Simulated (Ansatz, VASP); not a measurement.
## Two plane-wave programs on KF

```xyz
2
Lattice="3.2371 0.0000 0.0000 0.0000 3.2371 0.0000 0.0000 0.0000 3.2371" Properties=species:S:1:pos:R:3 pbc="T T T"
K     0.0000    0.0000    0.0000
F     1.6185    1.6185    1.6185
```

The cell comes from a database or a generator and needn't be the stable form of this composition.

Alike in both runs: task single point; functional LDA; k mesh 8 × 8 × 8; occupations gaussian, width 0.02 eV; collinear spin.

|  | VASP | Ansatz |
| --- | --- | --- |
| version | VASP 6.6.1 | Ansatz 0.2.0 |
| potentials or method | VASP PAW LDA potentials, release 64 (K_sv, F) | Ansatz PAW |
| plane-wave cutoff (eV) | 520 | 420 |
| valence electrons in the cell | 16 | 16 |

```tsv
	VASP	Ansatz	Ansatz less VASP
gap on the k mesh at the Fermi level (eV)	6.05	6.06	+0.015
least direct gap on the mesh (eV)	6.10	6.11	+0.015
pressure (GPa)	-5.2	-5.3	-0.10
net moment per atom (μB)	0.00	0.00	0.000
```

Caveats: the pressure holds a Pulay correction of +0.5 GPa for the finite cutoff (Ansatz); the PAW data sets come from PBE, with cores solved anew for the run's functional, which leaves a small shift of forces and pressure (Ansatz); the starting moments weren't kept (Ansatz). A k mesh can miss the band edges.
